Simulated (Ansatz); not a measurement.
Runs of Ansatz 0.2.0 on BaTiO3. The typed cell holds 5 atoms: a = 4.004 Å, b = 4.004 Å, c = 4.004 Å, α = 89.85°, β = 89.85°, γ = 89.85°. 

| task | level | spin | U | cell | cutoff (eV) | points for each segment of the path | hubbard projectors | double counting | gap on the mesh (eV) | pressure (GPa) | largest force (eV/Å) |
| --- | --- | --- | --- | --- | --- | --- | --- | --- | --- | --- | --- |
| band structure | PBE | SOC, no magnetisation | - | as given | 420 | 14 | - | - | (b) | 9.5 | 2.20 |
| band structure | PBEsol+U | off | Ti d U = 1 eV | as given | 420 | 14 | ortho-atomic (the default) | fll (the default) | 2.82 | 3.5 | 2.20 |
| relaxation of cell and atoms | r2SCAN+rVV10 | off | - | relaxed | 500 | - | - | - | 2.80 | 0.0 | - |
| single point | PBE | off | - | as given | 350 | - | - | - | (a) | 9.5 | 2.17 |

Alike in all rows: potentials or basis Ansatz PAW; k mesh 7 × 7 × 7; smearing fermi-dirac 0.05 eV.

Estimate the missing entries.

(a) 2.78; (b) 2.77.

Caveats: forces of over 1 eV/Å show positions far from the minimum, so gaps and moduli don't describe the material at rest (some runs); spin-orbit coupling is left out, which moves the levels of the heavy elements (some runs); the k mesh misses the band edges, so the gap on the mesh is wider than the one along the path (some runs); the PAW data sets come from PBE, with cores solved anew for the run's functional, which leaves a small shift of forces and pressure (some runs); odd divisions of the mesh miss points on the zone boundary, where band edges often lie, so the gap on the mesh can be too wide (some runs); the plane-wave basis is chosen anew once the cell has moved, so the energies of steps on either side of that aren't comparable (some runs); the pressure holds a Pulay correction of +6.0 GPa for the finite cutoff (some runs).

A k mesh can miss the band edges, and rows without SOC leave out spin-orbit coupling on Ba.
